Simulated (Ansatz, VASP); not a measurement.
# BaTiO3: VASP beside Ansatz

File INCAR:

```
PREC = Accurate ; ENCUT = 520
EDIFF = 1E-6 ; ISMEAR = 1
SIGMA = 0.05 ; LREAL = False
LASPH = True ; NELM = 100
ALGO = Normal ; ISIF = 2
LWAVE = False ; LCHARG = False
GGA = PE ; NBANDS = 28
```

File KPOINTS:

```
regular mesh
0
Gamma
  6 6 6
```

File POSCAR:

```
BaTiO3
1.0
    3.9998000000      0.0000000000      0.0000000000
    0.0000000000      3.9998000000      0.0000000000
    0.0000000000      0.0000000000      4.0180000000
Ba Ti O
1 1 3
Direct
    0.0000000000      0.0000000000      0.0000000000
    0.5000000000      0.5000000000      0.4900000000
    0.5000000000      0.5000000000      0.0190000000
    0.5000000000      0.0000000000      0.5170000000
    0.0000000000      0.5000000000      0.5170000000
```

Input for Ansatz:

```yaml
crystal:
  lattice:
    - [3.9998, 0.0, 0.0]
    - [0.0, 3.9998, 0.0]
    - [0.0, 0.0, 4.018]
  atoms:
    - { symbol: Ba, position: [0.0, 0.0, 0.0] }
    - { symbol: Ti, position: [0.5, 0.5, 0.49] }
    - { symbol: O, position: [0.5, 0.5, 0.019] }
    - { symbol: O, position: [0.5, 0.0, 0.517] }
    - { symbol: O, position: [0.0, 0.5, 0.517] }
basis:
  ecutwfc: 421.77648681281397
kpoints:
  mp_grid:
    grid: [6, 6, 6]
    shift: [0.0, 0.0, 0.0]
hamiltonian:
  xc: pbe
  hubbard:
    - { species: Ti, l: d, u_eff: 0.0 }
scf:
  occupations:
    method: cold
    width: 0.05
output:
  eigenvalues: true
```

Alike in both runs: task single point; functional PBE; k mesh 6 × 6 × 6; no spin polarisation.

|  | VASP | Ansatz |
| --- | --- | --- |
| version | VASP 6.6.1 | Ansatz 0.2.0 |
| potentials or method | VASP PAW PBE potentials, release 64 (Ba_sv, Ti_sv, O) | plane waves, PAW |
| plane-wave cutoff (eV) | 520 | 422 |
| occupations | methfessel-paxton of order 1, width 0.05 eV | cold, width 0.05 eV |
| valence electrons in the cell | 40 | 40 |

|  | VASP | Ansatz | Ansatz less VASP |
| --- | --- | --- | --- |
| gap on the k mesh at the Fermi level (eV) | 1.77 | 1.84 | +0.066 |

Caveats: spin-orbit coupling is left out, which moves the levels of the heavy elements. As with any semilocal functional, this PBE gap is likely too small. A k mesh can miss the band edges.
